Cobalt disilicide, CoSi₂, is a cubic crystal of the fluorite type, with eight Si around each Co. The table follows its response to uniform squeezing and stretching, calculated with density-functional theory for atoms at rest. Energy is counted from the minimum of an equation of state fitted to all seven rows. Positive pressure means that the crystal pushes outwards, negative pressure that it has to be held stretched, and the cell moment is the net spin moment.

CoSi₂ at seven fixed volumes, calculated with Quantum ESPRESSO 7.5 using the PBE functional, collinear spins and SSSP 1.3 efficiency pseudopotentials. The three-atom cell was sampled on a 9×9×9 k-mesh, with a plane-wave cutoff of 748 eV and Fermi–Dirac smearing of 0.05 eV. Energies are relative to the minimum of the fitted equation of state.

```
volume (Å³/atom)  energy (meV/atom)  pressure (GPa)  cell moment (μB)
           12.04              32.04          13.400             0.000
           12.29              14.40           8.630             0.000
           12.55               3.99           4.320             0.000
           12.80               0.08           0.530             0.000
           13.06               1.95          -2.920             0.000
           13.32               9.00          -5.980             0.000
           13.57              20.69          -8.700             0.000
```

1. Which row lies closest to the relaxed crystal?

The row at 12.80 Å³/atom has the lowest energy, and the pressure changes sign just beyond it. This row is still slightly compressed. Its energy hardly shows that, being only 0.08 meV/atom above the minimum, but its pressure of 0.53 GPa does. Near a minimum the energy grows with the square of the displacement and the pressure in direct proportion to it, so pressure is the sharper guide.

2. How far do the bonds move?

From the first row to the last the volume grows by 12.8 %, but the distance between Co and Si by only 4.1 %, because a length follows the cube root of a volume. In this cubic structure symmetry fixes every atomic position. All Co–Si contacts therefore change by the same ratio, and the crystal cannot shrink by folding or tilting while its bonds keep their length. Every change of volume is paid for in bond length.

3. Why does the compressed end cost more energy than the stretched end?

One reason is plain geometry: the first row lies further from equilibrium than the last. To see how much this explains, treat the crystal as an ideal spring. With V the volume, V₀ its equilibrium value and B the bulk modulus, the pressure near equilibrium is −B(V − V₀)/V₀. Adding up the work against it gives

E ≈ B(V − V₀)² / (2V₀)

The equation of state gives B = 178 GPa and V₀ = 12.84 Å³/atom. For the first row, V − V₀ is −0.81 Å³/atom, so

E ≈ 178 × 0.81² / (2 × 12.84) = 4.55 GPa·Å³ ≈ 28.4 meV/atom

where the last step only converts the units. The calculation gives 32.0 meV/atom.

At the stretched end the spring errs the other way, with 22.9 meV/atom against 20.7. It accounts for about half of the difference between the two ends. The rest arises because the real crystal is harder to squeeze than to stretch. The even split belongs to a parabola in volume; a spring written in bond length would divide the difference otherwise. Both constants come from a fit that included these rows, so the comparison measures how far the curve departs from a parabola and does not test the constants.

4. How strongly does the stiffness change?

The pressure difference between neighbouring rows gives a bulk modulus for each step. It falls from 227 GPa in the most compressed step to 143 GPa in the most stretched one, and it falls at every step between; the output below lists the values. A plausible explanation, which these data do not test, is that the repulsion between overlapping electron clouds steepens quickly as atoms approach, while the attraction that binds them varies more gently. The same argument leads one to expect stiffening under pressure in other densely bonded solids.

5. What would change if the calculation left out spin?

The curve should stay the same. The run started with a magnetic moment on cobalt, and the net moment of the cell vanished at all seven volumes. The cell holds a single cobalt atom, however, so all cobalt atoms were forced to be alike. An order with moments alternating from one cobalt atom to the next would need a larger cell.

6. What can an electron count reveal, and what if nickel replaced cobalt?

The calculation treats 25 electrons per formula unit explicitly. With no net moment, each spin direction holds half of them, 12.5. A full band takes exactly one electron of each spin per cell, so at least one band must be partly filled, and the crystal is a metal. Nickel would bring one more electron and make the count even. Counting alone would then no longer decide, because the bands could be just filled or could overlap.

7. Which digits can be trusted?

Pressure is minus the slope of energy against volume, so the two columns can check each other. The energy steps worked out from the mean pressures agree with the computed ones to within 0.07 meV/atom. That figure flatters the pressures. All six differences have the same sign, so they mark an offset and not scatter: the computed pressures lie slightly below the value that the slope of the energy calls for. Averaging two pressures on a curved line has an error of its own, of similar size and opposite sign, which hides part of the offset. The row at 12.80 Å³/atom shows it directly: a compression of 0.32 % times B calls for 0.57 GPa, and the table has 0.53. A finite plane-wave basis is a common cause of pressures that come out too low, though this run does not test it. The second decimal of a pressure cannot be trusted, and the third, always zero in the table, is only left over from rounding. A check of this kind also cannot reveal an error of the density functional, nor the expansion caused by zero-point motion and heat. Such effects shift the equilibrium volume, and the bulk modulus shifts with it.

Near equilibrium the modulus rises by about 4.6 GPa per GPa of pressure, which means that 1 % more volume lowers it by between 4 and 5 %. Before a difference in stiffness between two calculations, or between calculation and measurement, is put down to bonding, the two moduli should be compared at the same volume.

Output of the analysis:

```
Bond length and parabola estimate:
    row  Co-Si in angstrom  parabola in meV/atom  parabola less computed in meV/atom
  12.04              2.272                 28.38                              -3.661
  12.29              2.288                 13.26                              -1.141
  12.55              2.304                 3.823                              -0.167
   12.8              2.319               0.07248                           -0.007521
  13.06              2.335                 2.007                             0.05716
  13.32               2.35                 9.627                              0.6272
  13.57              2.365                 22.93                               2.243
Steps from the row before:
    row  energy step in meV/atom  step from mean pressure in meV/atom  bulk modulus of step in GPa
  12.29                   -17.64                                -17.6                        226.6
  12.55                   -10.41                               -10.35                          209
   12.8                    -3.91                               -3.876                        187.6
  13.06                     1.87                                 1.91                        174.2
  13.32                     7.05                                7.113                        157.6
  13.57                    11.69                                11.73                        142.8
Volume of zero pressure by straight line between rows (angstrom^3/atom): 12.84
Equilibrium volume of the energy fit (angstrom^3/atom): 12.84
Compression of the 12.80 row against equilibrium (percent): 0.3183
Cubic lattice constant at equilibrium (angstrom): 5.362
Co-Si contact at equilibrium (angstrom): 2.322
Volume growth from first to last row (percent): 12.77
Bond growth from first to last row (percent): 4.086
Largest mismatch of energy step and pressure step (meV/atom): 0.06255
Distance of first row from equilibrium (angstrom^3/atom): 0.8091
Distance of last row from equilibrium (angstrom^3/atom): 0.7273
Energy of first row less last row (meV/atom): 11.35
Part of it that the parabola gives by unequal distance (meV/atom): 5.447
Rest of it beyond the parabola (meV/atom): 5.903
Bulk modulus of first step over that of last step: 1.587
Rise of bulk modulus per GPa of pressure from the step values: 4.565
Valence electrons per primitive cell from the potentials (17 for Co and 4 for each Si): 25
```
